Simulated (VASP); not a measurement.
A run of VASP 6.6.1 is set up as follows.

Contents of INCAR:

```
SYSTEM = SnSe
PREC = Accurate
ENCUT = 600
EDIFF = 1E-8
ISMEAR = 0
SIGMA = 0.02
LREAL = .FALSE.
LASPH = .TRUE.
NELM = 60
ALGO = Fast
ISIF = 2
LWAVE = .FALSE.
LCHARG = .FALSE.
GGA = CA
LEPSILON = .TRUE.
IBRION = 8
NSW = 1
```

KPOINTS

```
regular mesh
0
G
  6 6 4
  0 0 0
```

POSCAR

```
SnSe
1.0
    4.2336300000      0.0000000000      0.0000000000
    0.0000000000      4.2336300000      0.0000000000
    0.0000000000      0.0000000000     11.0038100000
Sn Se
2 2
Direct
    0.5000000000      0.0000000000      0.3783800000
    0.0000000000      0.5000000000      0.6216200000
    0.5000000000      0.0000000000      0.6232000000
    0.0000000000      0.5000000000      0.3768000000
```

Potentials or basis: VASP PAW LDA potentials, release 64 (Sn_d, Se).

Run with:

```bash
$ cat potpaw_LDA.64/Sn_d/POTCAR potpaw_LDA.64/Se/POTCAR > POTCAR
$ mpirun -np 1 vasp_std > vasp.out
```

Problem. Predict the electronic dielectric tensor (diagonal).

Solution. 15.65, 15.65, 1.98.

Problem. Estimate the Born charges (mean of the diagonal).

Solution. Sn +3.95; Se -3.95 e.

Problem. Estimate the highest phonon frequency at Γ, LO-TO splitting left out.

Solution. 191 cm⁻¹.

Problem. Estimate the band gap on the k mesh.

Solution. 1.47 eV, indirect (least direct gap 1.53 eV).

Problem. Estimate the most unstable mode.

Solution. 25i cm⁻¹.

Born effective charge tensors (e):
atom 1, Sn
```
5.75 0.00 0.00
0.00 5.75 0.00
0.00 0.00 0.36
```
atom 2, Sn
```
5.75 0.00 0.00
0.00 5.75 0.00
0.00 0.00 0.36
```
atom 3, Se
```
-5.75  0.00  0.00
 0.00 -5.75  0.00
 0.00  0.00 -0.36
```
atom 4, Se
```
-5.75  0.00  0.00
 0.00 -5.75  0.00
 0.00  0.00 -0.36
```

Caveat: some modes are imaginary; spin-orbit coupling is left out, which moves the levels of the heavy elements.
